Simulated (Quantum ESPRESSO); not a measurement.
# MgS (Niningerite) (Fm-3m) in Quantum ESPRESSO: a series of runs

The runs below take MgS (Niningerite) through single point, equation of state, with rev-vdW-DF2.

Everything below comes from runs of Quantum ESPRESSO 7.5. Logs are shortened: lines on timing, memory, paths and dates and some standing lists are left out, and cuts for length are marked.

## 1. The crystal as given

The structure is cubic, space group Fm-3m (No. 225). Conventional cell: a = 5.203 Å, b = 5.203 Å, c = 5.203 Å, α = 90.00°, β = 90.00°, γ = 90.00°. S (site symmetry m-3m) is surrounded by 6 Mg at 2.60 Å. Mg (site symmetry m-3m) has 6 S at 2.60 Å as nearest neighbours.

## 2. Single point, rev-vdW-DF2, 16.55 Å³/atom

Contents of pw.in:

```
&CONTROL
  calculation = 'scf'
  prefix = 'pwscf'
  outdir = './tmp'
  pseudo_dir = './pseudo'
  tprnfor = .true.
  tstress = .true.
  disk_io = 'nowf'
/
&SYSTEM
  ibrav = 0
  nat = 2
  ntyp = 2
  ecutwfc = 84
  nbnd = 14
  input_dft = 'vdw-df2-b86r'
  occupations = 'smearing'
  smearing = 'fd'
  degauss = 0.00367493
/
&ELECTRONS
  conv_thr = 4d-10
  electron_maxstep = 120
  mixing_beta = 0.5
/
ATOMIC_SPECIES
S     32.0600 S.upf
Mg    24.3050 Mg.upf
CELL_PARAMETERS angstrom
   0.0000000000    2.5485401997    2.5485401997
   2.5485401997    0.0000000000    2.5485401997
   2.5485401997    2.5485401997    0.0000000000
ATOMIC_POSITIONS crystal
S      0.5000000000    0.5000000000    0.5000000000
Mg     0.0000000000    0.0000000000    0.0000000000
K_POINTS automatic
9 9 9 0 0 0
```

Potentials or basis: PseudoDojo 0.4.1 SR PBE standard.

Launch:

```console
OMP_NUM_THREADS=1 pw.x -in pw.in > pw.out
```

pw.out:

```text
This program is part of the open-source Quantum ESPRESSO suite
     for quantum simulation of materials; please cite
         "P. Giannozzi et al., J. Phys.:Condens. Matter 21 395502 (2009);
         "P. Giannozzi et al., J. Phys.:Condens. Matter 29 465901 (2017);
         "P. Giannozzi et al., J. Chem. Phys. 152 154105 (2020);
     in publications or presentations arising from this work. More details at

     IMPORTANT: XC functional enforced from input :
     Exchange-correlation= VDW-DF2-B86R
                           (   1   4  26   0   2   0   0)
     Any further DFT definition will be discarded
     Please, verify this is what you really want

     Message from routine setup:
     using ibrav=0 with symmetry is DISCOURAGED, use correct ibrav instead

     G-vector sticks info
     --------------------
     sticks:   dense  smooth     PW     G-vecs:    dense   smooth      PW
     Sum        1069    1069    313                23289    23289    3719

     Using Slab Decomposition

     bravais-lattice index     =            0
     lattice parameter (alat)  =       6.8109  a.u.
     unit-cell volume          =     223.4092 (a.u.)^3
     number of atoms/cell      =            2
     number of atomic types    =            2
     number of electrons       =        16.00
     number of Kohn-Sham states=           14
     kinetic-energy cutoff     =      84.0000  Ry
     charge density cutoff     =     336.0000  Ry
     scf convergence threshold =      4.0E-10
     mixing beta               =       0.5000
     number of iterations used =            8  plain     mixing
     Exchange-correlation= VDW-DF2-B86R
                           (   1   4  26   0   2   0   0)

     celldm(1)=   6.810913  celldm(2)=   0.000000  celldm(3)=   0.000000
     celldm(4)=   0.000000  celldm(5)=   0.000000  celldm(6)=   0.000000

     crystal axes: (cart. coord. in units of alat)
               a(1) = (   0.000000   0.707107   0.707107 )
               a(2) = (   0.707107   0.000000   0.707107 )
               a(3) = (   0.707107   0.707107   0.000000 )

     reciprocal axes: (cart. coord. in units 2 pi/alat)
               b(1) = ( -0.707107  0.707107  0.707107 )
               b(2) = (  0.707107 -0.707107  0.707107 )
               b(3) = (  0.707107  0.707107 -0.707107 )

     PseudoPot. # 1 for S  read from file:
     S.upf
     Pseudo is Norm-conserving + core correction, Zval =  6.0
     Generated using ONCVPSP code by D. R. Hamann
     Using radial grid of 1146 points,  6 beta functions with:
                l(1) =   0
                l(2) =   0
                l(3) =   1
                l(4) =   1
                l(5) =   2
                l(6) =   2

     PseudoPot. # 2 for Mg read from file:
     Mg.upf
     Pseudo is Norm-conserving, Zval = 10.0
     Generated using ONCVPSP code by D. R. Hamann
     Using radial grid of 1510 points,  4 beta functions with:
                l(1) =   0
                l(2) =   0
                l(3) =   1
                l(4) =   1

     atomic species   valence    mass     pseudopotential
     S                 6.00    32.06000     S ( 1.00)
     Mg               10.00    24.30500     Mg( 1.00)

     48 Sym. Ops., with inversion, found

   Cartesian axes

     site n.     atom                  positions (alat units)
         1        S      tau(   1) = (   0.7071068   0.7071068   0.7071068  )
         2        Mg     tau(   2) = (   0.0000000   0.0000000   0.0000000  )

     number of k points=    35  Fermi-Dirac smearing, width (Ry)=  0.0037
                       cart. coord. in units 2pi/alat
        k(    1) = (   0.0000000   0.0000000   0.0000000), wk =   0.0027435
        k(    2) = (   0.0785674   0.0785674  -0.0785674), wk =   0.0219479
        k(    3) = (   0.1571348   0.1571348  -0.1571348), wk =   0.0219479
        k(    4) = (   0.2357023   0.2357023  -0.2357023), wk =   0.0219479
        k(    5) = (   0.3142697   0.3142697  -0.3142697), wk =   0.0219479
        k(    6) = (   0.1571348   0.0000000  -0.0000000), wk =   0.0164609
[... 27 lines left out ...]
        k(   34) = (  -0.0000000  -0.4714045   0.6285394), wk =   0.0658436
        k(   35) = (  -0.0785674  -0.3928371   0.7071068), wk =   0.0658436

     Dense  grid:    23289 G-vectors     FFT dimensions: (  40,  40,  40)

     Initial potential from superposition of free atoms

     starting charge      15.9992, renormalised to      16.0000

     %%%%%%%%%%%%%%%%%%%%%%%%%%%%%%%%%%%%%%%%%%%%%%%%%%%%%%%%%%%%%%%%%%%%%%%%
     %                                                                      %
     % You are using vdW-DF, which was implemented by the Thonhauser group. %
     % Please cite the following two papers that made this development      %
     % possible and the two reviews that describe the various versions:     %
     %                                                                      %
     %   T. Thonhauser et al., PRL 115, 136402 (2015).                      %
     %   T. Thonhauser et al., PRB 76, 125112 (2007).                       %
     %   K. Berland et al., Rep. Prog. Phys. 78, 066501 (2015).             %
     %   D.C. Langreth et al., J. Phys.: Condens. Matter 21, 084203 (2009). %
     %                                                                      %
     % If you are calculating stress with vdW-DF, please also cite:         %
     %                                                                      %
     %   R. Sabatini et al., J. Phys.: Condens. Matter 24, 424209 (2012).   %
     %                                                                      %
     %%%%%%%%%%%%%%%%%%%%%%%%%%%%%%%%%%%%%%%%%%%%%%%%%%%%%%%%%%%%%%%%%%%%%%%%

     %%%%%%%%%%%%%%%%%%%%%%%%%%%%%%%%%%%%%%%%%%%%%%%%%%%%%%%%%%%%%%%%%%%%%%%%
     %                                                                      %
     %  vdW-DF NEWS:                                                        %
     %                                                                      %
     %  * vdW-DF3 is now available. DOI: 10.1021/acs.jctc.0c00471           %
     %    use with input_dft = 'vdW-DF3-opt1' or 'vdW-DF3-opt2'             %
     %                                                                      %
     %  * Unscreened and range-separated hybrid vdW-DF-cx functionals       %
     %    DOI: 10.1063/1.4986522 and 10.1088/1361-648X/ac2ad2               %
     %    use with input_dft = 'vdW-DF-cx0'    and 'vdW-DF-ahcx'            %
     %  * Unscreened and range-separated hybrid vdW-DF2-b86r functionals    %
     %    DOI: 10.1063/1.4986522 and DOI: 10.1103/PhysRevX.12.041003        %
     %    use with input_dft = 'vdW-DF2-br0' and 'vdW-DF2-ahbr'             %
     %                                                                      %
     %%%%%%%%%%%%%%%%%%%%%%%%%%%%%%%%%%%%%%%%%%%%%%%%%%%%%%%%%%%%%%%%%%%%%%%%

     Starting wfcs are    9 randomized atomic wfcs +    5 random wfcs

     Self-consistent Calculation

     iteration #  1     ecut=    84.00 Ry     beta= 0.50
     Davidson diagonalization with overlap
     ethr =  1.00E-02,  avg # of iterations =  7.5

     Threshold (ethr) on eigenvalues was too large:
     Diagonalizing with lowered threshold

     Davidson diagonalization with overlap
     ethr =  5.33E-04,  avg # of iterations =  1.5

     total energy              =    -141.06429071 Ry
     estimated scf accuracy    <       0.08528911 Ry

     iteration #  2     ecut=    84.00 Ry     beta= 0.50
     Davidson diagonalization with overlap
     ethr =  5.33E-04,  avg # of iterations =  2.0

     total energy              =    -141.07896407 Ry
     estimated scf accuracy    <       0.00313563 Ry

     iteration #  3     ecut=    84.00 Ry     beta= 0.50
     Davidson diagonalization with overlap
     ethr =  1.96E-05,  avg # of iterations =  3.7

     total energy              =    -141.07924113 Ry
     estimated scf accuracy    <       0.00070946 Ry

     iteration #  4     ecut=    84.00 Ry     beta= 0.50
     Davidson diagonalization with overlap
     ethr =  4.43E-06,  avg # of iterations =  2.0

     total energy              =    -141.07928092 Ry
     estimated scf accuracy    <       0.00000545 Ry

     iteration #  5     ecut=    84.00 Ry     beta= 0.50
     Davidson diagonalization with overlap
     ethr =  3.41E-08,  avg # of iterations =  3.0

     total energy              =    -141.07928361 Ry
     estimated scf accuracy    <       0.00000071 Ry

     iteration #  6     ecut=    84.00 Ry     beta= 0.50
     Davidson diagonalization with overlap
     ethr =  4.42E-09,  avg # of iterations =  2.0

     total energy              =    -141.07928374 Ry
     estimated scf accuracy    <       0.00000012 Ry

     iteration #  7     ecut=    84.00 Ry     beta= 0.50
     Davidson diagonalization with overlap
     ethr =  7.69E-10,  avg # of iterations =  2.0

     End of self-consistent calculation

          k = 0.0000 0.0000 0.0000 (  2891 PWs)   bands (ev):

   -67.5008 -34.3055 -34.3055 -34.3055  -5.9593   7.0669   7.0669   7.0669
    11.2896  14.9708  14.9708  14.9708  17.4216  17.4216

          k = 0.0786 0.0786-0.0786 (  2873 PWs)   bands (ev):

   -67.5008 -34.3065 -34.3056 -34.3056  -5.8264   6.1712   6.9754   6.9754
    11.9497  14.7361  15.2049  15.2049  16.9098  16.9098

          k = 0.1571 0.1571-0.1571 (  2893 PWs)   bands (ev):

   -67.5006 -34.3092 -34.3060 -34.3060  -5.4556   4.5192   6.7639   6.7639
    12.3287  15.0809  15.0809  15.3687  17.1151  17.1151

          k = 0.2357 0.2357-0.2357 (  2899 PWs)   bands (ev):

   -67.5005 -34.3122 -34.3063 -34.3063  -4.9501   2.9893   6.5515   6.5515
    12.0050  14.4452  14.4452  16.9879  18.6794  18.6794

          k = 0.3143 0.3143-0.3143 (  2911 PWs)   bands (ev):

   -67.5004 -34.3142 -34.3066 -34.3066  -4.5435   2.0358   6.4256   6.4256
    11.7622  14.0605  14.0605  17.8031  19.4584  20.7596

          k = 0.1571 0.0000-0.0000 (  2882 PWs)   bands (ev):

   -67.5008 -34.3065 -34.3059 -34.3059  -5.7827   6.2128   6.7773   6.7773
    12.2447  14.1609  15.5601  15.5601  15.9457  17.6338

          k = 0.2357 0.0786-0.0786 (  2886 PWs)   bands (ev):

   -67.5006 -34.3084 -34.3063 -34.3061  -5.4924   4.9754   6.5034   6.5862
    12.8442  13.9816  14.8305  15.8679  16.6445  17.8624

          k = 0.3143 0.1571-0.1571 (  2905 PWs)   bands (ev):

   -67.5005 -34.3112 -34.3067 -34.3066  -5.0292   3.4991   6.2800   6.2897
    12.5741  14.0237  15.2627  15.3049  18.2579  19.2203

          k = 0.3928 0.2357-0.2357 (  2902 PWs)   bands (ev):

   -67.5004 -34.3135 -34.3071 -34.3069  -4.5741   2.3875   5.9638   6.2140
    12.3296  13.5892  14.6928  17.0252  19.2223  20.7253

          k =-0.2357-0.3928 0.3928 (  2908 PWs)   bands (ev):
[... 99 lines left out ...]
          k =-0.1571-0.4714 0.6285 (  2916 PWs)   bands (ev):

   -67.5003 -34.3124 -34.3095 -34.3080  -4.2358   2.9241   4.4535   5.3925
    11.8919  13.7295  15.3495  17.3497  19.9496  21.9776

          k =-0.0786-0.3928 0.5500 (  2917 PWs)   bands (ev):

   -67.5003 -34.3122 -34.3103 -34.3079  -4.1423   2.9073   3.9820   5.4830
    12.2027  14.3219  15.9741  16.2483  19.5500  20.8991

          k =-0.0000-0.3143 0.4714 (  2907 PWs)   bands (ev):

   -67.5003 -34.3121 -34.3098 -34.3073  -4.3469   3.0394   4.2344   5.8257
    12.7536  14.2412  14.7621  16.6841  18.8932  20.8941

          k =-0.0786-0.5500 0.7071 (  2917 PWs)   bands (ev):

   -67.5002 -34.3128 -34.3093 -34.3087  -4.1131   2.8304   4.7834   5.0069
    10.9174  12.3225  17.2677  18.5608  20.7457  22.4974

          k =-0.0000-0.4714 0.6285 (  2906 PWs)   bands (ev):

   -67.5002 -34.3122 -34.3104 -34.3085  -4.0396   3.0815   3.9022   5.0776
    11.4983  13.6105  16.5002  17.1073  20.6649  21.6099

          k =-0.0786-0.3928 0.7071 (  2909 PWs)   bands (ev):

   -67.5002 -34.3117 -34.3106 -34.3086  -4.0550   3.2581   3.8521   4.7850
    12.4427  14.5177  14.9422  16.4110  21.1337  21.4845

     the Fermi energy is     8.7789 ev

!    total energy              =    -141.07928377 Ry
     estimated scf accuracy    <          3.5E-10 Ry
     smearing contrib. (-TS)   =      -0.00000000 Ry
     internal energy E=F+TS    =    -141.07928377 Ry

     The total energy is F=E-TS. E is the sum of the following terms:
     one-electron contribution =     -83.95856895 Ry
     hartree contribution      =      43.58192130 Ry
     xc contribution           =     -22.39050424 Ry
     ewald contribution        =     -78.31213187 Ry

     convergence has been achieved in   7 iterations

     Forces acting on atoms (cartesian axes, Ry/au):

     atom    1 type  1   force =    -0.00000000    0.00000000    0.00000000
     atom    2 type  2   force =    -0.00000000   -0.00000000    0.00000000

     Total force =     0.000000     Total SCF correction =     0.000000

     Computing stress (Cartesian axis) and pressure

          total   stress  (Ry/bohr**3)                   (kbar)     P=       57.87
   0.00039338   0.00000000   0.00000000           57.87        0.00        0.00
   0.00000000   0.00039338   0.00000000            0.00       57.87        0.00
   0.00000000   0.00000000   0.00039338            0.00        0.00       57.87

=------------------------------------------------------------------------------=
   JOB DONE.
=------------------------------------------------------------------------------=
```

It took 68 s on 1 thread of Arm Neoverse V2, shared host; peak memory 0.11 GiB.

What came out:

```
Free energy            : -1919.4814 eV
Pressure               : 5.8 GPa
Band gap on the k mesh : 3.00 eV, indirect (least direct gap 4.22 eV)
```

Caveat: the potentials were made for another functional, which shifts forces and pressure; an odd mesh through Γ misses points on the zone boundary, where band edges often lie.

## 3. Single point, rev-vdW-DF2, 16.91 Å³/atom

pw.in, as its differences from that of step 2:

```diff
@@ -29,5 +29,5 @@
 CELL_PARAMETERS angstrom
-   0.0000000000    2.5485401997    2.5485401997
-   2.5485401997    0.0000000000    2.5485401997
-   2.5485401997    2.5485401997    0.0000000000
+   0.0000000000    2.5664882573    2.5664882573
+   2.5664882573    0.0000000000    2.5664882573
+   2.5664882573    2.5664882573    0.0000000000
 ATOMIC_POSITIONS crystal
```

Potentials or basis: PseudoDojo 0.4.1 SR PBE standard.

Launch:

```console
OMP_NUM_THREADS=1 pw.x -in pw.in > pw.out
```

Run time: 76 s. Hardware: 1 thread of Arm Neoverse V2, shared host; peak memory 0.12 GiB.

Results (log left out):

```yaml
Free_energy: -1919.5026 eV
Pressure: 3.8 GPa
Band_gap_on_the_k_mesh: 2.96 eV, indirect (least direct gap 4.04 eV)
```

Caveat: the potentials were made for another functional, which shifts forces and pressure; an odd mesh through Γ misses points on the zone boundary, where band edges often lie.

## 4. Single point, rev-vdW-DF2, 17.26 Å³/atom

pw.in, as its differences from that of step 3:

```diff
@@ -29,5 +29,5 @@
 CELL_PARAMETERS angstrom
-   0.0000000000    2.5664882573    2.5664882573
-   2.5664882573    0.0000000000    2.5664882573
-   2.5664882573    2.5664882573    0.0000000000
+   0.0000000000    2.5841887356    2.5841887356
+   2.5841887356    0.0000000000    2.5841887356
+   2.5841887356    2.5841887356    0.0000000000
 ATOMIC_POSITIONS crystal
```

Launch:

```console
OMP_NUM_THREADS=1 pw.x -in pw.in > pw.out
```

Run time: 76 s. Hardware: 1 thread of Arm Neoverse V2, shared host; peak memory 0.13 GiB.

The run converged. Its results:

* Free energy: -1919.5155 eV
* Pressure: 2.0 GPa
* Band gap on the k mesh: 2.91 eV, indirect (least direct gap 3.87 eV)

Caveat: the potentials were made for another functional, which shifts forces and pressure; an odd mesh through Γ misses points on the zone boundary, where band edges often lie.

## 5. Single point, rev-vdW-DF2, 17.61 Å³/atom

pw.in, as its differences from that of step 4:

```diff
@@ -29,5 +29,5 @@
 CELL_PARAMETERS angstrom
-   0.0000000000    2.5841887356    2.5841887356
-   2.5841887356    0.0000000000    2.5841887356
-   2.5841887356    2.5841887356    0.0000000000
+   0.0000000000    2.6016500000    2.6016500000
+   2.6016500000    0.0000000000    2.6016500000
+   2.6016500000    2.6016500000    0.0000000000
 ATOMIC_POSITIONS crystal
```

Launch:

```console
OMP_NUM_THREADS=1 pw.x -in pw.in > pw.out
```

Wall time 77 s (1 thread of Arm Neoverse V2, shared host); peak memory 0.13 GiB.

The run converged. Its results:

- Free energy: -1919.5207 eV
- Pressure: 0.4 GPa
- Band gap on the k mesh: 2.87 eV, indirect (least direct gap 3.71 eV)

Caveat: the potentials were made for another functional, which shifts forces and pressure; an odd mesh through Γ misses points on the zone boundary, where band edges often lie.

## 6. Single point, rev-vdW-DF2, 17.96 Å³/atom

pw.in, as its differences from that of step 5:

```diff
@@ -29,5 +29,5 @@
 CELL_PARAMETERS angstrom
-   0.0000000000    2.6016500000    2.6016500000
-   2.6016500000    0.0000000000    2.6016500000
-   2.6016500000    2.6016500000    0.0000000000
+   0.0000000000    2.6188799723    2.6188799723
+   2.6188799723    0.0000000000    2.6188799723
+   2.6188799723    2.6188799723    0.0000000000
 ATOMIC_POSITIONS crystal
```

Potentials or basis: PseudoDojo 0.4.1 SR PBE standard.

Launch:

```console
OMP_NUM_THREADS=1 pw.x -in pw.in > pw.out
```

Run time: 77 s. Hardware: 1 thread of Arm Neoverse V2, shared host; peak memory 0.13 GiB.

It converged, with:

| Quantity | Value |
| --- | --- |
| Free energy | -1919.5192 eV |
| Pressure | -1.1 GPa |
| Band gap on the k mesh | 2.82 eV, indirect (least direct gap 3.56 eV) |

Caveat: the potentials were made for another functional, which shifts forces and pressure; an odd mesh through Γ misses points on the zone boundary, where band edges often lie.

## 7. Single point, rev-vdW-DF2, 18.31 Å³/atom

pw.in, as its differences from that of step 6:

```diff
@@ -29,5 +29,5 @@
 CELL_PARAMETERS angstrom
-   0.0000000000    2.6188799723    2.6188799723
-   2.6188799723    0.0000000000    2.6188799723
-   2.6188799723    2.6188799723    0.0000000000
+   0.0000000000    2.6358861629    2.6358861629
+   2.6358861629    0.0000000000    2.6358861629
+   2.6358861629    2.6358861629    0.0000000000
 ATOMIC_POSITIONS crystal
```

Launch:

```console
OMP_NUM_THREADS=1 pw.x -in pw.in > pw.out
```

Run time: 77 s. Hardware: 1 thread of Arm Neoverse V2, shared host; peak memory 0.13 GiB.

Results (log left out):

* Free energy: -1919.5116 eV
* Pressure: -2.4 GPa
* Band gap on the k mesh: 2.78 eV, indirect (least direct gap 3.41 eV)

Caveat: the potentials were made for another functional, which shifts forces and pressure; an odd mesh through Γ misses points on the zone boundary, where band edges often lie.

## 8. Single point, rev-vdW-DF2, 18.67 Å³/atom

pw.in, as its differences from that of step 7:

```diff
@@ -29,5 +29,5 @@
 CELL_PARAMETERS angstrom
-   0.0000000000    2.6358861629    2.6358861629
-   2.6358861629    0.0000000000    2.6358861629
-   2.6358861629    2.6358861629    0.0000000000
+   0.0000000000    2.6526756995    2.6526756995
+   2.6526756995    0.0000000000    2.6526756995
+   2.6526756995    2.6526756995    0.0000000000
 ATOMIC_POSITIONS crystal
```

Launch:

```console
OMP_NUM_THREADS=1 pw.x -in pw.in > pw.out
```

It took 78 s on 1 thread of Arm Neoverse V2, shared host; peak memory 0.13 GiB.

The run converged. Its results:

| Quantity | Value |
| --- | --- |
| Free energy | -1919.4984 eV |
| Pressure | -3.6 GPa |
| Band gap on the k mesh | 2.74 eV, indirect (least direct gap 3.27 eV) |

Caveat: the potentials were made for another functional, which shifts forces and pressure; an odd mesh through Γ misses points on the zone boundary, where band edges often lie.

## 9. Equation of state, rev-vdW-DF2

Potentials or basis: PseudoDojo 0.4.1 SR PBE standard.

This step only gathers the single runs of the series.

What came out:

```yaml
Equilibrium_volume: 17.70 Å³/atom
Bulk_modulus: 76 GPa
Pressure_derivative_of_the_bulk_modulus: 4.1
```

Energy against volume, from the lowest point:
| volume (Å³/atom) | energy (meV/atom) |
| --- | --- |
| 16.553 | 19.65 |
| 16.905 | 9.05 |
| 17.257 | 2.64 |
| 17.609 | 0.00 |
| 17.962 | 0.76 |
| 18.314 | 4.59 |
| 18.666 | 11.20 |

Caveat: the potentials were made for another functional, which shifts forces and pressure. Zero-point motion and thermal expansion aren't in these numbers.
